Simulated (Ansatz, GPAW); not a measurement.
Given: the input of a run of GPAW 26.7.0 (ASE script) on BP. 

Contents of run.py:

```python
from ase.dft.bandgap import bandgap
from ase.io import read, write
from ase.units import GPa
from gpaw import GPAW, PW

atoms = read('POSCAR')

calc = GPAW(mode=PW(800),
            xc='PBE',
            kpts={'size': (10, 10, 10), 'gamma': True},
            occupations={'name': 'methfessel-paxton', 'order': 0, 'width': 0.011},
            nbands=11,
            convergence={'density': 1e-05, 'energy': 1e-05},
            maxiter=150,
            txt='gpaw.txt')
atoms.calc = calc
energy = atoms.get_potential_energy()
forces = atoms.get_forces()
stress = atoms.get_stress()
calc.write('gs.gpw')
write('result.traj', atoms)
print(f'Energy: {energy:.6f} eV')
print('Forces (eV/A):')
print(forces.round(4))
print('Stress (GPa):', (stress / GPa).round(3))
print('Fermi level:', round(calc.get_fermi_level(), 4), 'eV')
print(f'Gap: {bandgap(calc)[0]:.4f} eV, direct: {bandgap(calc, direct=True)[0]:.4f} eV')
```

POSCAR

```
BP
1.0
    0.0000000000      2.2690000000      2.2690000000
    2.2690000000      0.0000000000      2.2690000000
    2.2690000000      2.2690000000      0.0000000000
P B
1 1
Direct
    0.7500000000      0.7500000000      0.7500000000
    0.0000000000      0.0000000000      0.0000000000
```

Potentials or basis: GPAW PAW data sets (gpaw-data 1.2.1), pw.

The run is started by

```bash
$ OMP_NUM_THREADS=1 python run.py
```

What does the same run look like in Ansatz 0.2.0? Potentials or basis there: all-electron LAPW, scalar-relativistic.

As run (cutoffs and basis follow the program's own potentials, and thresholds, step limits or extra output files can differ):

Contents of input.yaml:

```yaml
crystal:
  lattice:
    - [0.0, 2.269, 2.269]
    - [2.269, 0.0, 2.269]
    - [2.269, 2.269, 0.0]
  atoms:
    - { symbol: P, position: [0.75, 0.75, 0.75] }
    - { symbol: B, position: [0.0, 0.0, 0.0] }
kpoints:
  mp_grid: { grid: [10, 10, 10] }
scf:
  occupations: { method: gaussian, width: 0.011 }
hamiltonian:
  xc: pbe
  pseudopotentials: { kind: all_electron, lapw: { basis_error: 0.001 } }
output:
  forces: true
  stress: true
  eigenvalues: true
```

Potentials or basis: all-electron LAPW, scalar-relativistic.

Command:

```bash
$ ansatz run input.yaml --threads 1 --pin off --max-ram 3072MiB --backend cpu --events-out ev --progress --plain --runs-dir out
```

Both were run:

|  | GPAW | Ansatz |
| --- | --- | --- |
| Pressure | 1.4 GPa | 1.1 GPa |

Where Ansatz's input types no cutoff or centring, it takes its own default and a Γ-centred mesh.

Pressure is positive in compression.
